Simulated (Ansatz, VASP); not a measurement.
# SnSe2: VASP beside Ansatz

INCAR

```
SYSTEM = SnSe2
ALGO = Normal
EDIFF = 1E-7
ENCUT = 520
GGA = PS
ISIF = 2
ISMEAR = 0
LASPH = .True.
LCHARG = .False.
LREAL = .False.
LWAVE = .False.
NBANDS = 20
NELM = 100
PREC = Accurate
SIGMA = 0.05
```

KPOINTS

```
k-points
0
Gamma
  6 6 4
  0 0 0
```

POSCAR

```
SnSe2
1.0
    3.9184069144      0.0000000000      0.0000000000
   -1.9592034572      3.3934399303      0.0000000000
    0.0000000000      0.0000000000      5.8051664257
Sn Se
1 2
Direct
    0.0000000000      0.0000000000      0.0000000000
    0.3333333333      0.6666666667      0.2500000000
    0.6666666667      0.3333333333      0.7500000000
```

Input for Ansatz:

```yaml
crystal:
  lattice:
    - [3.9184069144, 0.0, 0.0]
    - [-1.9592034572, 3.3934399303, 0.0]
    - [0.0, 0.0, 5.8051664257]
  atoms:
    - { symbol: Sn, position: [0.0, 0.0, 0.0] }
    - { symbol: Se, position: [0.3333333333, 0.6666666667, 0.25] }
    - { symbol: Se, position: [0.6666666667, 0.3333333333, 0.75] }
basis:
  ecutwfc: 420
kpoints:
  mp_grid: { grid: [6, 6, 4] }
hamiltonian:
  xc: pbesol
scf:
  occupations: { method: gaussian, width: 0.05 }
output:
  forces: true
  stress: true
  eigenvalues: true
```

Alike in both runs: task single point; functional PBEsol; k mesh 6 × 6 × 4; occupations gaussian, width 0.05 eV; no spin polarisation.

|  | VASP | Ansatz |
| --- | --- | --- |
| version | VASP 6.6.1 | Ansatz 0.2.0 |
| potentials or method | VASP PAW PBE potentials, release 64 (Sn_d, Se) | scalar-relativistic, plane waves, PAW |
| plane-wave cutoff (eV) | 520 | 420 |
| valence electrons in the cell | 26 | 46 |

|  | VASP | Ansatz | Ansatz less VASP |
| --- | --- | --- | --- |
| gap on the k mesh at the Fermi level (eV) | 0.06 | 0.07 | +0.010 |
| least direct gap on the mesh (eV) | 0.06 | 0.07 | +0.010 |
| pressure (GPa) | 2.1 | 2.0 | -0.12 |
| largest component of the traceless stress (GPa) | 3.31 | 3.34 | +0.030 |
| rms of the force components (eV/Å) | 0.429 | 0.420 | -0.0090 |

Atom by atom the forces differ by 0.009 eV/Å (rms over components). The two sets of potentials don't hold the same shells in valence.

Caveats: the PAW data sets were made with another functional, which shifts forces and pressure a little (VASP); spin-orbit coupling is left out, which moves the levels of the heavy elements; the cell's inner coordinates are idealised or old, which leaves forces on the atoms; this functional lacks dispersion, which binds the layers, so the pressure and a relaxed spacing across them are unreliable.
